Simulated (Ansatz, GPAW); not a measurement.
**A Ga chain with a Ti atom bridging one bond: relaxation, then transmission at several levels**

How well does a Ga chain with a Ti atom bridging one bond conduct once its atoms have relaxed, and how much do cheaper levels lose?

Calculated with GPAW 26.7.0 and Ansatz 0.2.0; Ansatz plane waves; relaxation of the junction with the lead ends held, in the first sound run; inputs show where later runs differ.

## Step 1: Set-up

The cell holds 13 atoms: 12 Ga and 1 Ti. Its edges and angles: a = 9.000 Å, b = 9.000 Å, c = 30.800 Å, α = 90.0°, β = 90.0°, γ = 90.0°. Regions: left lead, 6 atoms (6 Ga); channel, 1 atom (1 Ti); right lead, 6 atoms (6 Ga). Vacuum lies along a and b. The structure is stacked along c, and the current runs across the ab planes.

## Step 2: Relaxation

Transmission follows bond lengths closely, so the atoms between the held lead ends are relaxed first, from a slightly shaken start that lets symmetry break.

File input.yaml:

```yaml
crystal:
  lattice:
    - [9.0, 0.0, 0.0]
    - [0.0, 9.0, 0.0]
    - [0.0, 0.0, 30.8]
  atoms:
    - { symbol: Ga, position: [0.5, 0.5, 0.0413961039] }
    - { symbol: Ga, position: [0.5, 0.5, 0.1241883117] }
    - { symbol: Ga, position: [0.5, 0.5, 0.2069805195] }
    - { symbol: Ga, position: [0.5, 0.5, 0.2897727273] }
    - { symbol: Ga, position: [0.5060891885, 0.4897388936, 0.3734981143] }
    - { symbol: Ga, position: [0.5002321241, 0.5043941667, 0.4557327558] }
    - { symbol: Ti, position: [0.7247493841, 0.5001058125, 0.4994971791] }
    - { symbol: Ga, position: [0.5019349497, 0.5014403562, 0.5442952863] }
    - { symbol: Ga, position: [0.4991756539, 0.5023981356, 0.628121087] }
    - { symbol: Ga, position: [0.5, 0.5, 0.7102272727] }
    - { symbol: Ga, position: [0.5, 0.5, 0.7930194805] }
    - { symbol: Ga, position: [0.5, 0.5, 0.8758116883] }
    - { symbol: Ga, position: [0.5, 0.5, 0.9586038961] }
kpoints:
  mp_grid: { grid: [1, 1, 3] }
hamiltonian:
  xc: pbe
scf:
  occupations: { method: fermi_dirac, width: 0.1 }
relax:
  f_tol: 0.03
  max_steps: 80
  constraints: [{ sites: [0, 1, 2, 3, 9, 10, 11, 12] }]
```

Command:

```sh
$ ansatz run input.yaml --threads 4 --pin off --max-ram 8192MiB --backend cpu --events-out ev --progress --plain --runs-dir out
```

Numbers of over 12 decimals in the logs are rounded to 6 here.

The program printed:

```text
Engine: ansatz 0.2.0, aarch64-unknown-linux-gnu
Pseudopotentials: kind: paw
Pseudopotential: Ga, paw, valence charge 13, recommended cutoff 420 eV (normal), Ga.paw.azcp
Pseudopotential: Ti, paw, valence charge 12, recommended cutoff 420 eV (normal), Ti.paw.azcp
Functional definition: PBE
  parameter kappa = 0.804
  parameter beta = 0.066725
  exchange = pbe_x(kappa = kappa, mu = beta*pi^2/3)
  correlation = pbe_c(beta = beta)
Crystal: 13 atoms, lattice volume = 2494.800 Å³
Basis set: ecut = 420 eV, 48675 PW (Γ), exchange–correlation on 128×128×432 points (8 copies of the dense FFT grid, shifted against one another)
Bands: 101, of which v1, the nominal top of the filled ones, is band 84 counted from 1 (83 counted from 0)
Symmetry: 1 space group operations
Space group: P1 (ITA 1), of the structure as read, at distance tolerance 1.4e-4 Å
k-points: 2 of 3 (time reversal used)
Non-local potential: Ga, projectors of the file, l = 0: 2, l = 1: 2, l = 2: 3, l = 3: 1
Non-local potential: Ti, projectors of the file, l = 0: 3, l = 1: 2, l = 2: 3, l = 3: 1
PAW form: soft (Blöchl's): semilocal exchange-correlation on the pseudo side does not see the compensation charge
PAW one-centre angular grid: Ga, 590 points (default); XC on 64 Gauss nodes
PAW one-centre angular grid: Ti, 590 points (default); XC on 64 Gauss nodes
Initial density: superposition of atomic densities (neutral atoms: chi_scale 0, normalization atom), corrected by the library's trained network
Initial wavefunctions: pseudopotential atomic-orbital guess
Functional: x = pbe(κ = 0.804, μ = 0.219515), c = pbe(β = 0.066725)
SCF iter   1: F=—  HF=-47877.735997 eV  |F-HF|=—  |Δ(HF+E_count)|=         —  Δρ=9.53e-3  dr2=1.24e1  ethr=1.77e-3  ⟨swp⟩=8.0  Hψ=790  notcnv=0
preconditioner: auto → LDOS  [metal: Δε(μ)=0.063 eV  Ē_g=13.185 eV  σ=0.100 eV  W_gap=0.16  n_scr=236 (ndim 8)  ℏωp=9.4 eV  f_vac=0.723  D(μ)=20.02/eV (n_scr^D=74)  β→1.0]
SCF iter   2: F=—  HF=-47877.641622 eV  |F-HF|=—  |Δ(HF+E_count)|=   9.44e-2  Δρ=1.57e-2  dr2=2.36e1  ethr=1.77e-3  ⟨swp⟩=3.0  Hψ=297  notcnv=0
SCF iter   3: F=—  HF=-47877.418600 eV  |F-HF|=—  |Δ(HF+E_count)|=   2.23e-1  Δρ=2.65e-3  dr2=6.14e-1  ethr=1.77e-3  ⟨swp⟩=2.0  Hψ=211  notcnv=0
SCF iter   4: F=—  HF=-47877.427661 eV  |F-HF|=—  |Δ(HF+E_count)|=   9.06e-3  Δρ=5.30e-4  dr2=2.15e-2  ethr=3.66e-4  ⟨swp⟩=2.0  Hψ=208  notcnv=0
SCF iter   5: F=—  HF=-47877.434330 eV  |F-HF|=—  |Δ(HF+E_count)|=   6.67e-3  Δρ=1.20e-3  dr2=1.49e-1  ethr=1.28e-5  ⟨swp⟩=2.0  Hψ=218  notcnv=0
SCF iter   6: F=—  HF=-47877.432851 eV  |F-HF|=—  |Δ(HF+E_count)|=   1.48e-3  Δρ=4.65e-4  dr2=1.91e-2  ethr=1.28e-5  ⟨swp⟩=1.0  Hψ=202  notcnv=0
SCF iter   7: F=—  HF=-47877.432584 eV  |F-HF|=—  |Δ(HF+E_count)|=   2.67e-4  Δρ=1.56e-4  dr2=1.61e-3  ethr=1.14e-5  ⟨swp⟩=1.0  Hψ=202  notcnv=0
SCF iter   8: F=—  HF=-47877.432639 eV  |F-HF|=—  |Δ(HF+E_count)|=   5.48e-5  Δρ=6.89e-5  dr2=4.65e-4  ethr=9.61e-7  ⟨swp⟩=2.0  Hψ=212  notcnv=0
SCF iter   9: F=—  HF=-47877.432635 eV  |F-HF|=—  |Δ(HF+E_count)|=   3.45e-6  Δρ=7.02e-5  dr2=4.38e-4  ethr=2.77e-7  ⟨swp⟩=1.0  Hψ=202  notcnv=0
SCF iter  10: F=—  HF=-47877.432629 eV  |F-HF|=—  |Δ(HF+E_count)|=   6.67e-6  Δρ=3.51e-5  dr2=1.05e-4  ethr=2.61e-7  ⟨swp⟩=1.0  Hψ=202  notcnv=0
SCF iter  11: F=-47877.432627 eV  HF=-47877.432627 eV  |F-HF|=4.97e-7  |Δ(HF+E_count)|=   1.46e-6  Δρ=3.84e-6  dr2=7.91e-7  ethr=1.34e-8  ⟨swp⟩=3.0  Hψ=594  notcnv=0
SCF 1 converged in 11 iterations: F = -47877.432627 eV  dr2 = 7.91e-7
  greatest PAW one-centre occupation: 0.999 electrons in one spin orbital (limit 2), on the Ti atom at site 6 (counted from 0), in its partial waves of l = 0
relax step   1: F+E_penalty+E_count = -47877.43262669 eV  Δ(F+E_penalty+E_count) = +0.000e0 eV  max|allowed force component| = 4.716e-1 eV/Å  Δτ_max = 0.0000 Å  (11 SCF iters, dr2 threshold 2.25e-5 eV, accepted)
Initial density: handed on by an earlier stage of this run
Initial wavefunctions: those handed on with the density
iter 1 solved again at ethr=1.95e-3 eV; its pass at ethr=3.10e-3 eV (dr2=3.27e0 eV) is discarded
SCF iter   1: F=—  HF=-47877.529975 eV  |F-HF|=—  |Δ(HF+E_count)|=         —  Δρ=6.22e-3  dr2=3.71e0  ethr=1.95e-3  ⟨swp⟩=1.0  Hψ=593  notcnv=0
preconditioner: auto → LDOS  [metal: Δε(μ)=0.042 eV  Ē_g=12.974 eV  σ=0.100 eV  W_gap=0.10  n_scr=236 (ndim 8)  ℏωp=9.4 eV  f_vac=0.727  D(μ)=26.90/eV (n_scr^D=96)  β→1.0]
SCF iter   2: F=—  HF=-47877.465809 eV  |F-HF|=—  |Δ(HF+E_count)|=   6.42e-2  Δρ=2.43e-3  dr2=1.56e-1  ethr=1.95e-3  ⟨swp⟩=2.0  Hψ=214  notcnv=0
SCF iter   3: F=—  HF=-47877.476227 eV  |F-HF|=—  |Δ(HF+E_count)|=   1.04e-2  Δρ=2.20e-3  dr2=2.97e-1  ethr=9.27e-5  ⟨swp⟩=2.0  Hψ=402  notcnv=0
SCF iter   4: F=—  HF=-47877.465942 eV  |F-HF|=—  |Δ(HF+E_count)|=   1.03e-2  Δρ=4.55e-4  dr2=1.21e-2  ethr=9.27e-5  ⟨swp⟩=2.0  Hψ=371  notcnv=0
SCF iter   5: F=—  HF=-47877.466332 eV  |F-HF|=—  |Δ(HF+E_count)|=   3.90e-4  Δρ=1.40e-4  dr2=1.70e-3  ethr=7.19e-6  ⟨swp⟩=2.0  Hψ=206  notcnv=0
SCF iter   6: F=—  HF=-47877.466404 eV  |F-HF|=—  |Δ(HF+E_count)|=   7.17e-5  Δρ=9.27e-5  dr2=6.97e-4  ethr=1.01e-6  ⟨swp⟩=2.0  Hψ=206  notcnv=0
SCF iter   7: F=—  HF=-47877.466396 eV  |F-HF|=—  |Δ(HF+E_count)|=   7.87e-6  Δρ=1.86e-5  dr2=2.13e-5  ethr=4.15e-7  ⟨swp⟩=1.0  Hψ=202  notcnv=0
SCF iter   8: F=-47877.466389 eV  HF=-47877.466397 eV  |F-HF|=7.85e-6  |Δ(HF+E_count)|=   1.44e-6  Δρ=1.20e-5  dr2=8.31e-6  ethr=8.27e-9  ⟨swp⟩=4.0  Hψ=623  notcnv=0
SCF 2 converged in 8 iterations: F = -47877.466389 eV  dr2 = 8.31e-6
relax step   2: F+E_penalty+E_count = -47877.46638925 eV  Δ(F+E_penalty+E_count) = -3.376e-2 eV  max|allowed force component| = 1.359e-1 eV/Å  Δτ_max = 0.1307 Å  (8 SCF iters, dr2 threshold 1.39e-5 eV, accepted)
SCF iter   1: F=—  HF=-47877.643524 eV  |F-HF|=—  |Δ(HF+E_count)|=         —  Δρ=1.01e-2  dr2=1.05e1  ethr=3.10e-3  ⟨swp⟩=5.0  Hψ=467  notcnv=0
preconditioner: auto → LDOS  [metal: Δε(μ)=0.029 eV  Ē_g=12.951 eV  σ=0.100 eV  W_gap=0.07  n_scr=236 (ndim 8)  ℏωp=9.4 eV  f_vac=0.726  D(μ)=28.40/eV (n_scr^D=122)  β→1.0]
SCF iter   2: F=—  HF=-47877.503654 eV  |F-HF|=—  |Δ(HF+E_count)|=   1.40e-1  Δρ=3.76e-3  dr2=3.16e-1  ethr=3.10e-3  ⟨swp⟩=2.0  Hψ=249  notcnv=0
SCF iter   3: F=—  HF=-47877.497616 eV  |F-HF|=—  |Δ(HF+E_count)|=   6.04e-3  Δρ=2.77e-3  dr2=6.17e-1  ethr=1.88e-4  ⟨swp⟩=2.0  Hψ=404  notcnv=0
SCF iter   4: F=—  HF=-47877.490639 eV  |F-HF|=—  |Δ(HF+E_count)|=   6.98e-3  Δρ=4.74e-4  dr2=8.55e-3  ethr=1.88e-4  ⟨swp⟩=1.5  Hψ=203  notcnv=0
SCF iter   5: F=—  HF=-47877.491968 eV  |F-HF|=—  |Δ(HF+E_count)|=   1.33e-3  Δρ=2.11e-4  dr2=3.85e-3  ethr=5.09e-6  ⟨swp⟩=2.0  Hψ=360  notcnv=0
SCF iter   6: F=—  HF=-47877.492094 eV  |F-HF|=—  |Δ(HF+E_count)|=   1.27e-4  Δρ=1.55e-4  dr2=1.87e-3  ethr=2.29e-6  ⟨swp⟩=2.0  Hψ=206  notcnv=0
SCF iter   7: F=—  HF=-47877.492082 eV  |F-HF|=—  |Δ(HF+E_count)|=   1.25e-5  Δρ=2.80e-5  dr2=4.15e-5  ethr=1.11e-6  ⟨swp⟩=1.0  Hψ=202  notcnv=0
SCF iter   8: F=—  HF=-47877.492227 eV  |F-HF|=—  |Δ(HF+E_count)|=   1.45e-4  Δρ=1.53e-5  dr2=1.41e-5  ethr=2.47e-8  ⟨swp⟩=2.0  Hψ=382  notcnv=0
SCF iter   9: F=—  HF=-47877.492227 eV  |F-HF|=—  |Δ(HF+E_count)|=   5.21e-7  Δρ=6.98e-6  dr2=3.58e-6  ethr=8.41e-9  ⟨swp⟩=2.0  Hψ=250  notcnv=0
SCF iter  10: F=-47877.492227 eV  HF=-47877.492227 eV  |F-HF|=4.78e-7  |Δ(HF+E_count)|=   7.21e-8  Δρ=3.27e-6  dr2=6.20e-7  ethr=6.87e-10  ⟨swp⟩=4.0  Hψ=623  notcnv=0
SCF 3 converged in 10 iterations: F = -47877.492227 eV  dr2 = 6.20e-7
relax step   3: F+E_penalty+E_count = -47877.49222686 eV  Δ(F+E_penalty+E_count) = -2.584e-2 eV  max|allowed force component| = 9.587e-2 eV/Å  Δτ_max = 0.1930 Å  (10 SCF iters, dr2 threshold 1.15e-6 eV, accepted)
[... from here on, the SCF cycles and remarks between the steps are left out ...]
relax step   4: F+E_penalty+E_count = -47877.52016115 eV  Δ(F+E_penalty+E_count) = -2.793e-2 eV  max|allowed force component| = 1.007e-1 eV/Å  Δτ_max = 0.1944 Å  (11 SCF iters, accepted)
relax step   5: F+E_penalty+E_count = -47877.54726161 eV  Δ(F+E_penalty+E_count) = -2.710e-2 eV  max|allowed force component| = 6.928e-2 eV/Å  Δτ_max = 0.1941 Å  (8 SCF iters, dr2 threshold 5.05e-6 eV, accepted)
relax step   6: F+E_penalty+E_count = -47877.57261247 eV  Δ(F+E_penalty+E_count) = -2.535e-2 eV  max|allowed force component| = 6.532e-2 eV/Å  Δτ_max = 0.1971 Å  (8 SCF iters, dr2 threshold 2.27e-6 eV, accepted)
relax step   7: F+E_penalty+E_count = -47877.58731006 eV  Δ(F+E_penalty+E_count) = -1.470e-2 eV  max|allowed force component| = 4.845e-2 eV/Å  Δτ_max = 0.1965 Å  (8 SCF iters, dr2 threshold 2.02e-6 eV, accepted)
relax step   8: F+E_penalty+E_count = -47877.59611782 eV  Δ(F+E_penalty+E_count) = -8.808e-3 eV  max|allowed force component| = 4.475e-2 eV/Å  Δτ_max = 0.1910 Å  (8 SCF iters, dr2 threshold 1.29e-6 eV, accepted)
relax step   9: F+E_penalty+E_count = -47877.60426047 eV  Δ(F+E_penalty+E_count) = -8.143e-3 eV  max|allowed force component| = 3.766e-2 eV/Å  Δτ_max = 0.1949 Å  (9 SCF iters, dr2 threshold 1.10e-6 eV, accepted)
relax step  10: F+E_penalty+E_count = -47877.61147779 eV  Δ(F+E_penalty+E_count) = -7.217e-3 eV  max|allowed force component| = 2.227e-2 eV/Å  Δτ_max = 0.1945 Å  (9 SCF iters, dr2 threshold 1.00e-6 eV, accepted)
relax step  11: F+E_penalty+E_count = -47877.61147786 eV  Δ(F+E_penalty+E_count) = -7.711e-8 eV  max|allowed force component| = 2.227e-2 eV/Å  Δτ_max = 0.0000 Å  (3 SCF iters, accepted)
relax step  12: F+E_penalty+E_count = -47877.61706774 eV  Δ(F+E_penalty+E_count) = -5.590e-3 eV  max|allowed force component| = 1.847e-2 eV/Å  Δτ_max = 0.1946 Å  (10 SCF iters, accepted)
relax step  13: F+E_penalty+E_count = -47877.62173616 eV  Δ(F+E_penalty+E_count) = -4.668e-3 eV  max|allowed force component| = 1.491e-2 eV/Å  Δτ_max = 0.1946 Å  (10 SCF iters, accepted)
iter 1 solved again at ethr=8.04e-4 eV; its pass at ethr=3.10e-3 eV (dr2=1.35e0 eV) is discarded
SCF iter   1: F=—  HF=-47877.652656 eV  |F-HF|=—  |Δ(HF+E_count)|=         —  Δρ=3.67e-3  dr2=1.28e0  ethr=8.04e-4  ⟨swp⟩=1.0  Hψ=597  notcnv=0
preconditioner: auto → LDOS  [metal: Δε(μ)=0.045 eV  Ē_g=13.010 eV  σ=0.100 eV  W_gap=0.11  n_scr=236 (ndim 8)  ℏωp=9.4 eV  f_vac=0.725  D(μ)=23.15/eV (n_scr^D=92)  β→1.0]
SCF iter   2: F=—  HF=-47877.615331 eV  |F-HF|=—  |Δ(HF+E_count)|=   3.73e-2  Δρ=1.32e-3  dr2=5.60e-2  ethr=7.61e-4  ⟨swp⟩=2.0  Hψ=234  notcnv=0
SCF iter   3: F=—  HF=-47877.626770 eV  |F-HF|=—  |Δ(HF+E_count)|=   1.14e-2  Δρ=9.59e-4  dr2=4.76e-2  ethr=3.34e-5  ⟨swp⟩=2.0  Hψ=404  notcnv=0
SCF iter   4: F=—  HF=-47877.625105 eV  |F-HF|=—  |Δ(HF+E_count)|=   1.67e-3  Δρ=2.35e-4  dr2=3.26e-3  ethr=2.84e-5  ⟨swp⟩=1.0  Hψ=202  notcnv=0
SCF iter   5: F=—  HF=-47877.625045 eV  |F-HF|=—  |Δ(HF+E_count)|=   5.95e-5  Δρ=9.69e-5  dr2=5.29e-4  ethr=1.94e-6  ⟨swp⟩=2.0  Hψ=211  notcnv=0
SCF iter   6: F=—  HF=-47877.625094 eV  |F-HF|=—  |Δ(HF+E_count)|=   4.84e-5  Δρ=5.73e-5  dr2=2.41e-4  ethr=3.15e-7  ⟨swp⟩=2.0  Hψ=214  notcnv=0
SCF iter   7: F=—  HF=-47877.625078 eV  |F-HF|=—  |Δ(HF+E_count)|=   1.55e-5  Δρ=1.17e-5  dr2=6.24e-6  ethr=1.44e-7  ⟨swp⟩=1.0  Hψ=202  notcnv=0
SCF iter   8: F=—  HF=-47877.625222 eV  |F-HF|=—  |Δ(HF+E_count)|=   1.43e-4  Δρ=4.60e-6  dr2=5.37e-7  ethr=3.72e-9  ⟨swp⟩=2.0  Hψ=388  notcnv=0
SCF iter   9: F=—  HF=-47877.625222 eV  |F-HF|=—  |Δ(HF+E_count)|=   2.44e-8  Δρ=1.53e-6  dr2=1.18e-7  ethr=5.95e-11  ⟨swp⟩=5.0  Hψ=726  notcnv=0
SCF iter  10: F=-47877.625222 eV  HF=-47877.625222 eV  |F-HF|=1.67e-8  |Δ(HF+E_count)|=   3.52e-8  Δρ=8.35e-7  dr2=4.32e-8  ethr=5.95e-11  ⟨swp⟩=4.0  Hψ=706  notcnv=0
SCF 14 converged in 10 iterations: F = -47877.625222 eV  dr2 = 4.32e-8
relax step  14: F+E_penalty+E_count = -47877.62522175 eV  Δ(F+E_penalty+E_count) = -3.486e-3 eV  max|allowed force component| = 1.912e-2 eV/Å  Δτ_max = 0.1944 Å  (10 SCF iters, accepted)
SCF converged after 10 iterations
Free energy (F): -47877.625222 eV
Harris-Foulkes:  -47877.625222 eV  (|F-HF|=1.67e-8)
Internal energy: -47876.839062 eV  (E = F + TS)
E sigma→0 (E₀):  -47877.232142 eV
Entropy (-TS):   -0.786160 eV (-60.474 meV/atom)
Fermi energy:    -2.345190 eV
--- Per-component energies (eV) ---
  E_band       = -2647.488078
  E_kinetic    = 1626.492797
  E_local      = -50253.563863  (includes V_loc(G=0)·N_el)
  E_nonlocal   = 5059.770036
  E_hartree    = 23353.316971
  E_xc         = -908.948049
  E_vxc        = -787.754037  (∫ρ·V_xc dr)
  E_paw        = -24850.869040  (= ΣΔE_a)
  E_vpaw       = -4999.075345  (= ΣTr[D̂ρ^β])
  E_aug_tail   = -0.001252  (compensation charges beyond the density's cutoff)
  E_ewald      = -1903.036662
  E_smearing   = -0.786160  (= −TS)
  E_closure    = -0.000000  (closes the sum)
  Σ components = -47877.625222   (vs F -47877.625222, Δ=0.00e0)
--- Forces (eV/Å), atoms counted from 1 ---
  atom   1  Ga     0.01249564     0.04759104     0.01536907
  atom   2  Ga    -0.00625301    -0.01310326     0.03705586
  atom   3  Ga    -0.11256355    -0.08512311    -0.22202814
  atom   4  Ga     0.09170900     0.07619624     0.46580771
  atom   5  Ga     0.01298409     0.01308395    -0.00771145
  atom   6  Ga    -0.00080046    -0.00658324    -0.01281165
  atom   7  Ti    -0.00979136     0.01911757     0.00205064
  atom   8  Ga    -0.00113143    -0.00071796    -0.00488612
  atom   9  Ga     0.00566796    -0.01310313     0.00121042
  atom  10  Ga     0.13903458    -0.03787342    -0.39143410
  atom  11  Ga    -0.16145834     0.02883775     0.18483424
  atom  12  Ga    -0.00044758     0.00890098    -0.03214004
  atom  13  Ga     0.03055346    -0.03723047    -0.03532089
  max |Σ_I F_I| component: 7.06e-6 eV/Å
--- Relaxed structure (14 steps of the walk, 14 accepted, 0 SCFs on fresh bases) ---
  F+E_penalty+E_count = -47877.62522175 eV   max|allowed force component| = 1.912e-2 eV/Å
  atoms:
    - { symbol: Ga, position: [0.5, 0.5, 0.041396] }
    - { symbol: Ga, position: [0.5, 0.5, 0.124188] }
    - { symbol: Ga, position: [0.5, 0.5, 0.206981] }
    - { symbol: Ga, position: [0.5, 0.5, 0.2897727273] }
    - { symbol: Ga, position: [0.411420, 0.441227, 0.376003] }
    - { symbol: Ga, position: [0.490128, 0.486231, 0.458368] }
    - { symbol: Ti, position: [0.717629, 0.517564, 0.501566] }
    - { symbol: Ga, position: [0.494503, 0.490327, 0.547077] }
    - { symbol: Ga, position: [0.389235, 0.513066, 0.627286] }
    - { symbol: Ga, position: [0.5, 0.5, 0.710227] }
    - { symbol: Ga, position: [0.5, 0.5, 0.793019] }
    - { symbol: Ga, position: [0.5, 0.5, 0.875812] }
    - { symbol: Ga, position: [0.5, 0.5, 0.958604] }
```

It took 2.2 min on 4 threads of Arm Neoverse V2, shared host; peak memory 2.6 GiB.

Relaxation path:

```
step  energy less that of the first step (eV)  largest force component (eV/Å)
   1                                   0.0000                          0.4716
   2                                  -0.0338                          0.1359
   3                                  -0.0596                          0.0959
   4                                  -0.0875                          0.1007
   5                                  -0.1146                          0.0693
   6                                  -0.1400                          0.0653
   7                                  -0.1547                          0.0484
   8                                  -0.1635                          0.0448
   9                                  -0.1716                          0.0377
  10                                  -0.1789                          0.0223
  11                                  -0.1789                          0.0223
  12                                  -0.1844                          0.0185
  13                                  -0.1891                          0.0149
  14                                  -0.1926                          0.0191
```

The atoms that moved most (Å):

```
atom      dx      dy      dz  length
 Ga9  -0.989   0.096  -0.026   0.994
 Ga5  -0.852  -0.437   0.077   0.960
 Ga6  -0.091  -0.163   0.081   0.204
 Ti7  -0.064   0.157   0.064   0.181
 Ga8  -0.067  -0.100   0.086   0.148
```

Numbers from this step:

- free energy: -47877.6252 eV
- smearing term TS: 0.7862 eV
- symmetry operations: 1

The relaxation lowered the energy of the cell by 0.193 eV.

(Continued in part 2 of 4.)

[Logs are printed without paths, hosts, clocks, repeated set-up lines and the standing remarks that a program may print on its own settings, such as how far it seeks lower states.]

[Hosts, paths, dates, database ids (printed as entryN), source tags and the programs' standing remarks are cut or masked in the printed files.]
